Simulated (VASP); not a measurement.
Input of a VASP 6.6.1 run:

Contents of INCAR:

```
SYSTEM = Ca
ALGO     = Fast           ! electronic algorithm
EDIFF    = 1E-6           ! SCF threshold, eV
ENCUT    = 520            ! plane-wave cutoff, eV
GGA      = PE             ! functional
ISIF     = 2              ! what is computed and relaxed
ISMEAR   = 0              ! smearing method
LASPH    = .TRUE.         ! aspherical terms in the spheres
LCHARG   = .TRUE.         ! write CHGCAR
LELF     = .TRUE.         ! ELF
LREAL    = .FALSE.        ! projectors in reciprocal space
LVHAR    = .TRUE.       
LWAVE    = .FALSE.        ! write WAVECAR
NBANDS   = 28             ! bands
NELM     = 100            ! most SCF steps
PREC     = Accurate       ! precision mode
SIGMA    = 0.1            ! smearing width, eV
```

KPOINTS

```
k-points
0
G
  6 6 14
  0 0 0
```

Contents of POSCAR:

```
Ca
1.0
    6.8078650665      0.0000000000      0.0000000000
    0.0000000000      6.8078650665      0.0000000000
    0.0000000000      0.0000000000      3.6816721537
Ca
4
Direct
    0.0000000000      0.0000000000      0.0000000000
    0.0000000000      0.5000000000      0.0000000000
    0.5000000000      0.0000000000      0.0000000000
    0.5000000000      0.5000000000      0.5000000000
```

Potentials or basis: VASP PAW PBE potentials, release 64 (Ca_sv).

The run is started by

```console
$ cat potpaw_PBE.64/Ca_sv/POTCAR > POTCAR
$ mpirun -np 1 vasp_std > vasp.out
```

Question: Estimate the pressure.

Answer: 0.0 GPa.

Question: Predict the band gap on the k mesh.

Answer: None (metal or under the smearing width).
